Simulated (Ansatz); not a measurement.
# An elastic constant from a strain scan in Ba

All numbers below come from DFT PBE, scalar-relativistic, plane waves, PAW in Ansatz 0.2.0. The runs took a 420 eV cutoff, a Γ-centred 14×14×14 mesh and Gaussian smearing (0.15 eV). No spin polarisation. Energies are free energies at this smearing, counted from the undisturbed cell; pressure is positive in compression.

The starting cell (as given, not relaxed at this level; it stands at -0.4 GPa; this fcc form isn't the usual structure):

```xyz
1
Lattice="0.0000 3.2327 3.2327 3.2327 0.0000 3.2327 3.2327 3.2327 0.0000" Properties=species:S:1:pos:R:3 pbc="T T T"
Ba    0.0000    0.0000    0.0000
```

The cell is strained by ε times the Voigt pattern (0, 0, 0, 1, 0, 0) (xx, yy, zz, yz, xz, xy; engineering shear) with fractional coordinates fixed. The cell holds 1 atom in V0 = 67.56 Å³. The stress column is τ = (1/V0) dE/dε, got from the stress tensor σ (compression positive) at each point as −det(1 + εP) σ : P(1 + εP)⁻¹, with P the pattern as a tensor.

```
      ε  ΔE (meV/atom)  τ (GPa)
-0.0175          0.542   -0.147
-0.0150          0.398   -0.126
-0.0125          0.276   -0.105
-0.0100          0.177   -0.084
-0.0050          0.044   -0.042
 0.0000          0.000    0.000
 0.0050          0.044    0.042
 0.0100          0.177    0.084
 0.0125          0.276    0.105
 0.0150          0.398    0.126
 0.0175          0.542    0.147
 0.0200              ?        ?
```

**Question.** Which combination of elastic constants does this scan measure, and how large is it?

**Answer.** For small ε, τ = τ0 + Kε with K = pᵀCp, which for this pattern is C44 in the cubic axes. The parabola through τ at ε = -0.0050, 0 and 0.0050 has slope K = 8.4 GPa at zero. The energies per cell, E = NΔE, of the wider pair ε = ±0.0175 give K = 2[E(ε₊)/ε₊ − E(ε₋)/ε₋]/[(ε₊ − ε₋)V0] = 8.4 GPa, in agreement. The start is under stress, which shifts K from the elastic constant by about the size of that stress.

**Question.** Predict the withheld row at ε = 0.0200 from the harmonic law, and compare.

**Answer.** ΔE = V0(τ0 ε + Kε²/2)/N = 0.708 meV/atom and τ = 0.17 GPa. The calculation gives 0.708 meV/atom and 0.17 GPa, a miss of 0.01 meV/atom at most, so the harmonic law still holds here.

In a metal these slopes depend on the k mesh and the smearing.